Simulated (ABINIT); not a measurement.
InP, 2 atoms in the cell. The structure is cubic, space group F-43m (No. 216). The conventional cell has a = 5.861 Å, b = 5.861 Å, c = 5.861 Å, α = 90.00°, β = 90.00°, γ = 90.00°. In (site symmetry -43m) is surrounded by 4 P at 2.54 Å. P (site symmetry -43m) is surrounded by 4 In at 2.54 Å. 

```yaml
Program: ABINIT 10.8.3 (patched build)
Task: band structure
Functional: LDA-PZ
Potentials_or_basis: JTH PAW LDA v2.0 sp
Cutoff: 544 eV
k_mesh: 8 × 8 × 8
Occupations: fermi-dirac, width 0.05 eV
Spin: no spin polarisation
Fine-grid_cutoff: 1088.46 eV
```

Potentials or basis: JTH PAW LDA v2.0 sp.

Run with:

```sh
$ abinit run.abi > log 2>&1
```

Hardware: 1 thread of Arm Neoverse V1 (shared host).

Question: Estimate the wall time of this run.

Answer: It took 32 s on 1 thread of Arm Neoverse V1, with other jobs on the host, peak memory 0.13 GiB. Counts: scf iterations 10, k points 29, bands 8, plane waves 1475.
